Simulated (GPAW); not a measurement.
Input of a GPAW 26.7.0 run:

run.py

```python
from ase import Atoms
from ase.calculators.mixing import SumCalculator
from ase.filters import FrechetCellFilter
from ase.io import write
from ase.optimize import BFGS
from dftd4.ase import DFTD4
from gpaw import GPAW, PW, setup_paths

setup_paths.insert(0, '.')

atoms = Atoms(['Ti', 'Ti', 'Ti', 'Si'],
              cell=[[0.0, 3.144356, 3.144356],
                    [3.144356, 0.0, 3.144356],
                    [3.144356, 3.144356, 0.0]],
              scaled_positions=[[0.0, 0.0, 0.0],
                                [0.25, 0.25, 0.25],
                                [0.75, 0.75, 0.75],
                                [0.5, 0.5, 0.5]],
              pbc=True)

calc = GPAW(mode=PW(600),
            xc='PBEsol',
            kpts={'size': (7, 7, 7), 'gamma': True},
            occupations={'name': 'fermi-dirac', 'width': 0.05},
            nbands=38,
            convergence={'density': 1e-05, 'forces': 0.0001},
            maxiter=150,
            txt='gpaw.txt')
atoms.calc = SumCalculator([calc, DFTD4(method='pbesol')])
opt = BFGS(FrechetCellFilter(atoms), trajectory='relax.traj', logfile='-')
done = opt.run(fmax=0.02, steps=60)
calc.write('gs.gpw')
write('result.traj', atoms)
print('Converged:', done)
print('Cell:', atoms.cell.cellpar().round(4))
print('Volume:', round(atoms.get_volume(), 4))
print(atoms.get_scaled_positions().round(5))
```

Potentials or basis: PAW data sets generated in the run's folder for this functional, pw.

The run is started by

```sh
$ gpaw-setup -f PBEsol Si Ti
$ OMP_NUM_THREADS=1 python run.py
```

Task: What does it give for the relaxed cell?

Result: a = 4.373 Å, b = 4.373 Å, c = 4.373 Å, α = 60.00°, β = 60.00°, γ = 60.00°.

Task: What does it give for the band gap on the k mesh?

Result: None (metal or under the smearing width).

Task: Estimate the relaxed volume.

Result: 14.79 Å³/atom.

Step by step:
| step | energy change (eV) | largest force (eV/Å) | pressure (GPa) | volume (Å³) |
| --- | --- | --- | --- | --- |
| 1 | 0.0000 | 0.0000 | -6.73 | 62.18 |
| 2 | -0.0154 | 0.0000 | -5.87 | 61.74 |
| 3 | -0.0524 | 0.0000 | 0.33 | 59.01 |
| 4 | -0.0534 | 0.0000 | -0.01 | 59.14 |

Caveat: later steps reuse the first step's grids; pairwise dispersion overbinds metals, which lowers pressure and volume.
